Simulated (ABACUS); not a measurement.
**CaF2 (Fluorite) under changes of volume**

One of the cells (13.579 Å³/atom); the others are scaled copies at fixed shape and fractional positions:

```
CELL_PARAMETERS angstrom
0.00000 2.73100 2.73100
2.73100 0.00000 2.73100
2.73100 2.73100 0.00000
ATOMIC_POSITIONS crystal
Ca 0.00000 0.00000 0.00000
F 0.75000 0.75000 0.75000
F 0.25000 0.25000 0.25000
```

| Quantity | Value |
| --- | --- |
| Program | ABACUS 3.10.1 |
| Functional | PBE |
| Potentials or basis | PseudoDojo NC SR 0.4.1 PBE standard |
| Cutoff | 1143 eV |
| Density cutoff | 4572 eV |
| Basis | plane waves |
| k mesh | 8 × 8 × 8 |
| Occupations | fermi-dirac, width 0.05 eV |
| Spin | no spin polarisation |

```tsv
volume (Å³/atom)	energy over the lowest point (meV/atom)	pressure (GPa)	gap on the mesh (eV)
12.764	26.08	8.0	7.71
13.036	14.48	5.7	7.58
13.308	6.50	3.7	7.45
13.579	1.79	1.9	7.33
13.851	0.00	0.2	7.21
14.122	?	?	?
14.394	4.04	-2.6	6.99
```

**Question.** What does the run at 14.122 Å³/atom give?

**Answer.** Energy over the lowest point 0.84 meV/atom; pressure -1.2 GPa; gap on the mesh 7.10 eV.

Worked out: A Birch-Murnaghan fit of order 3 (a polynomial in V^(-2/3)) to the other rows has its minimum at 13.90 Å³/atom with B0 = V·E''(V) = 78 GPa and B' = 4.4. It gives 0.83 meV/atom at 14.122 Å³/atom, against the run's 0.84, and -dE/dV = -1.2 GPa, against -1.2. A straight line through the other rows of the gap, of slope -6 eV per unit of ln V, gives 7.10 eV, against the run's 7.10.

Energies are extrapolated to zero smearing.

A mesh can miss the band edges.
